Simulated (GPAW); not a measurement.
Runs of GPAW 26.7.0 on ZnS (Wurtzite-2H). The structure is hexagonal, space group P6_3mc (No. 186). Conventional cell: a = 3.811 Å, b = 3.811 Å, c = 6.234 Å, α = 90.00°, β = 90.00°, γ = 120.00°. Zn (site symmetry 3m) has 4 S at 2.31 to 2.40 Å as nearest neighbours. Around S (site symmetry 3m) lie 4 Zn at 2.31 to 2.40 Å. 

| task | level | potentials or basis | cell | k mesh | cutoff (eV) | smearing | response ecut | maxiter | response k mesh | response bands | kernels | gap on the mesh (eV) | pressure (GPa) | largest force (eV/Å) |
| --- | --- | --- | --- | --- | --- | --- | --- | --- | --- | --- | --- | --- | --- | --- |
| dielectric tensor | LDA | the program's PAW data sets (release 1.2.1) made for this functional, pw | as given | 7 × 7 × 4 | 450 | fermi-dirac 0.001 eV | 80 eV | 150 | 14 × 14 × 8 | 58 | ["RPA", "LR0.3", "LR0.1"] | 1.99 | - | - |
| single point | LDA | the program's PAW data sets (release 1.2.1) made for this functional, pw | as given | 7 × 7 × 4 | 450 | fermi-dirac 0.05 eV | - | 120 | - | - | - | 1.99 | -4.7 | 0.29 |
| single point | PBEsol | PAW data sets generated in the run's folder for this functional, pw | atoms moved at random, drawn with an rms of 0.05 Å | 8 × 8 × 5 | 600 | fermi-dirac 0.05 eV | - | 150 | - | - | - | 2.05 | -1.2 | 0.64 |
| band structure | r2SCAN | GPAW PAW data sets (gpaw-data 1.2.1), pw | as given | 7 × 7 × 4 | 600 | fermi-dirac 0.05 eV | - | 150 | - | - | - | (b) | (a) | 0.31 |

Alike in all rows: no spin polarisation.

Problem. Estimate the missing entries.

Solution. (a) -0.3; (b) 2.82.

Caveats: the long-wavelength limit can be off by several per cent where d states take part (some runs); the cutoff is short for stress and forces, so pressures can be off by a GPa or more (some runs); the PAW data sets were made with another functional, which shifts forces and pressure a little (some runs).

A k mesh can miss the band edges.
